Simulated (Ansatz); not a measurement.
System: rutile GeO2. Method: PBEsol (Ansatz, a program for electronic structure, PAW).

Numerical settings: plane-wave cutoff 520 eV, 8×8×12 k mesh (along the axes of the cell as run), Fermi–Dirac smearing 0.01 eV, scalar-relativistic PAW data made under PBE.

Computed at the level's own relaxed cell.

Task: Predict the pressure derivative B′ of the bulk modulus, band gap, equilibrium lattice constant a and bulk modulus B0.

Result: 
- pressure derivative B′ of the bulk modulus = 6.1
- band gap = 1.57 eV (direct)
- equilibrium lattice constant a = 4.428 Å
- bulk modulus B0 = 221 GPa

Measured, for comparison: band gap 4.68 eV (temperature not stated, no zero-point or thermal correction, direct (forbidden), UV absorption; as tabulated in Mengle et al. (2019), arXiv:1905.10301); lattice constant a 4.397 Å (temperature not stated, no zero-point or thermal correction; as tabulated in Saito and Ono (2011), arXiv:1008.4998); bulk modulus 251 GPa (room temperature, no zero-point or thermal correction, from measured elastic constants; as tabulated in Sevik and Bulutay (2007), arXiv:cond-mat/0610176). Computed (rounded) less measured: lattice constant a +0.7 %, bulk modulus -12 %.

Note: the bulk modulus comes from volumes at which shape and atoms were relaxed.

Spin–orbit coupling is not included.

The computed numbers hold no vibrational or temperature effects.

It cost very roughly 4 core-minutes of CPU time.
